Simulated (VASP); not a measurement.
Runs of VASP 6.6.1 on AlAs. It takes space group F-43m (No. 216, cubic). Conventional cell: a = 5.661 Å, b = 5.661 Å, c = 5.661 Å, α = 90.00°, β = 90.00°, γ = 90.00°. As (site symmetry -43m) is surrounded by 4 Al at 2.45 Å. Around Al (site symmetry -43m) lie 4 As at 2.45 Å. 

```tsv
task	level	potentials or basis	spin	k mesh	cutoff (eV)	mesh quality	gap on the mesh (eV)
dielectric tensor	PBE	VASP PAW PBE potentials, release 64 (As, Al)	off	8 × 8 × 8	520	not flagged	1.43
band structure	TB-mBJ	VASP PAW PBE potentials, release 64 (As, Al)	off	8 × 8 × 8	520	not flagged	2.16
band structure	PBE	VASP PAW PBE potentials, release 64 (As_GW, Al_GW)	off	8 × 8 × 8	450	not flagged	1.43
band structure	LDA	VASP PAW LDA potentials, release 64 (As, Al)	off	8 × 8 × 8	520	not flagged	1.34
band structure	PBE	VASP PAW PBE potentials, release 64 (As, Al)	off	4 × 4 × 4	250	coarse	(a)
band structure	PBE	VASP PAW PBE potentials, release 64 (As, Al)	off	8 × 8 × 8	520	not flagged	1.43
single point	PBE	VASP PAW PBE potentials, release 64 (As, Al)	off	3 × 3 × 3	520	coarse	1.93
```

Alike in all rows: cell as given; smearing gaussian 0.02 eV.

Question: Fill in the values left out.

Answer: (a) 1.41.

Caveats: some runs use coarse meshes; an odd mesh through Γ misses points on the zone boundary, where band edges often lie (some runs).

A k mesh can miss the band edges, and the runs leave out spin-orbit coupling on As.
